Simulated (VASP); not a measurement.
**TiO2 (Anatase): single point with PBEsol**

The system is TiO2 (Anatase).

```
Ti O
1.0
    -1.89210    1.89210    4.75730
     1.89210   -1.89210    4.75730
     1.89210    1.89210   -4.75730
Ti O
2 4
Direct
  0.74925 0.24974 0.49428
  0.00300 0.99677 0.00022
  0.78263 0.79509 0.99737
  0.54145 0.03977 0.50117
  0.95029 0.44987 0.47609
  0.21551 0.20969 0.00559
```

The cell isn't the ideal one: atoms moved at random, drawn with an rms of 0.05 Å.

* Program: VASP 6.6.1
* Task: single point
* Functional: PBEsol
* Potentials or basis: VASP PAW PBE potentials, release 64 (Ti_sv, O)
* Cutoff: 520 eV
* k mesh: 10 × 10 × 10
* Occupations: fermi-dirac, width 0.05 eV
* Spin: no spin polarisation

The pressure is -1.3 GPa, the largest force is 0.905 eV/Å and the band gap on the k mesh is 1.99 eV, indirect (least direct gap 2.38 eV).

Forces in eV/Å, atoms in the order of the input:
```
Ti   0.056  0.053 -0.326
Ti  -0.077 -0.023  0.262
O   -0.618  0.238  0.303
O   -0.152 -0.082  0.329
O    0.763  0.216 -0.436
O    0.028 -0.402 -0.132
```

Stress tensor (GPa, compression positive):
```
 1.13 -0.03  1.17
-0.03 -1.78 -0.15
 1.17 -0.15 -3.15
```

Levels at points of the mesh, in eV from the valence-band top:
```tsv
k point	band 21	band 22	band 23	band 24	band 25	band 26	band 27	band 28
(0.00, 0.00, 0.00)	-0.83	-0.76	-0.58	-0.48	1.99	2.76	3.70	3.86
(0.50, 0.00, 0.00)	-2.00	-1.08	-0.98	-0.69	3.15	3.29	3.42	3.63
(0.00, 0.50, 0.00)	-1.94	-0.96	-0.91	-0.64	3.17	3.42	3.49	3.70
(0.00, 0.50, 0.50)	-2.00	-1.09	-0.97	-0.67	3.07	3.39	3.47	3.59
(0.50, 0.00, 0.50)	-1.96	-0.96	-0.91	-0.73	3.19	3.45	3.56	3.59
(0.50, 0.50, 0.00)	-2.21	-2.17	-0.04	0.00	3.25	3.33	3.72	3.82
(0.00, 0.00, 0.50)	-2.24	-2.15	-0.05	0.00	3.25	3.32	3.75	3.80
(0.50, 0.50, 0.50)	-1.37	-1.32	-0.20	-0.18	2.34	2.39	3.63	3.70
```

It took 11 min on 2 MPI ranks on AMD EPYC 9R45 96-Core Processor (Zen 5) (shared host), peak memory 0.88 GiB a rank.

Caveat: the PAW data sets were made with another functional, which shifts forces and pressure a little. A k mesh can miss the band edges.
